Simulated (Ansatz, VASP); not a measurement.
**Cr: VASP beside Ansatz**

```
Cr
1.0
     0.00000    2.62260    2.62260
     2.62260    0.00000    2.62260
     2.62260    2.62260    0.00000
Cr
2
Direct
  0.12500 0.12500 0.12500
  0.87500 0.87500 0.87500
```

Alike in both runs: task single point; functional BLYP; k mesh 12 × 12 × 12; occupations fermi-dirac, width 0.1 eV; no spin polarisation.

|  | VASP | Ansatz |
| --- | --- | --- |
| version | VASP 6.6.1 | Ansatz 0.2.0 |
| potentials or method | VASP PAW PBE potentials, release 64 (Cr_pv) | plane waves (420 eV) with PAW, scalar-relativistic |
| plane-wave cutoff (eV) | 520 | 420 |
| valence electrons in the cell | 24 | 28 |

Ansatz gave:

* pressure (GPa): -3.3

Question: Which values does VASP return?

Answer: Pressure (GPa): -3.2.

With one functional, cell and mesh, what is left measures potentials, basis and numerics. The two sets of potentials don't hold the same shells in valence.

Caveats: the PAW data sets were made with another functional, which shifts forces and pressure a little (VASP); the run has no spin polarisation, though such a crystal can be magnetic. Spin polarisation is off, so any magnetic state and its effect on volume and gap are missing.
